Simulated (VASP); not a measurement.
MgS:

```xyz
4
Lattice="4.0346 0.0000 0.0000 -2.0173 3.4941 0.0000 0.0000 0.0000 6.4323" Properties=species:S:1:pos:R:3 pbc="T T T"
S     2.0173    1.1647    5.6556
S     0.0000    2.3294    2.4394
Mg    0.0000    2.3294    6.4050
Mg    2.0173    1.1647    3.1888
```

The cell comes from a database or a generator and needn't be the stable form of this composition.

* Program: VASP 6.6.1
* Task: single point
* Functional: PBEsol
* Potentials or basis: VASP PAW PBE potentials, release 64 (S, Mg)
* Cutoff: 520 eV
* k mesh: 8 × 8 × 4
* Occupations: fermi-dirac, width 0.05 eV
* Spin: no spin polarisation

On this cell: pressure -0.4 GPa; largest force 0.045 eV/Å; band gap on the k mesh 3.27 eV, direct.

The same run follows on a disturbed copy (atoms moved at random, drawn with an rms of 0.05 Å):

```
S Mg
1.0
     4.03462    0.00000    0.00000
    -2.01731    3.49409    0.00000
     0.00000    0.00000    6.43229
S Mg
2 2
Cartesian
  1.9890 1.1791 5.6112
  0.0159 2.3234 2.3896
  -0.0010 2.3363 6.4163
  2.0245 1.1368 3.2216
```

What does the disturbed cell give?

The energy moves by +6.1 meV/atom; pressure -0.2 GPa; largest force 0.454 eV/Å; band gap on the k mesh 3.36 eV, direct.

Forces on the atoms (eV/Å):
```
S    0.156 -0.055  0.339
S   -0.053 -0.100  0.340
Mg  -0.137  0.041 -0.240
Mg   0.034  0.113 -0.439
```

Stress tensor (GPa, compression positive):
```
-1.17 -0.36 -0.13
-0.36 -1.03  0.20
-0.13  0.20  1.47
```

Caveats: the PAW data sets were made with another functional, which shifts forces and pressure a little.

